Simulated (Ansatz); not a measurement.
## Au: changing the pressure

The cell as given:

```xyz
2
Lattice="2.9000 0.0000 0.0000 -1.4500 2.5115 0.0000 0.0000 0.0000 4.8800" Properties=species:S:1:pos:R:3 pbc="T T T"
Au    1.4500    0.8372    1.2200
Au    0.0000    1.6743    3.6600
```

This isn't the form of Au at room conditions, which is fcc.

Kept alike: task relaxation of cell and atoms; functional PBEsol; k mesh 11 × 11 × 6; occupations fermi-dirac, width 0.05 eV; no spin polarisation. Program: Ansatz, Ansatz PAW, cutoff 420 eV. The mesh is that of the run's cell of 2 atoms. No spin-orbit coupling.

| pressure, P (GPa) | volume (Å³/atom) | first edge of the run's cell (Å) | third edge of the run's cell (Å) |
| --- | --- | --- | --- |
| 0 | 17.024 | 2.869 | 4.777 |
| 2 | 16.832 | 2.859 | 4.756 |
| 5 | 16.570 | 2.845 | 4.728 |
| 10 | 16.186 | 2.824 | 4.688 |
| 20 | 15.562 | 2.788 | 4.623 |

The relaxations keep at least the cell's symmetry (P6_3/mmc). For a metal such a mesh leaves the last digits unconverged. Runs of this series that gave no sound value for these columns are left out. The runs follow the start's structure, whether or not it is the stable one at these pressures. All rows use potentials made for PBE.

The volume falls from 17.024 to 15.562 Å³/atom between 0 and 20 GPa. The volume falls ever more slowly, since the solid stiffens under load. At the pressures aimed at, which the runs meet within some tenths of a GPa, the step from 0 to 5 GPa gives a mean bulk modulus near 185 GPa, the last step 254 GPa. The first edge of the run's cell falls from 2.869 to 2.788 Å between 0 and 20 GPa. The third edge of the run's cell falls from 4.777 to 4.623 Å between 0 and 20 GPa.
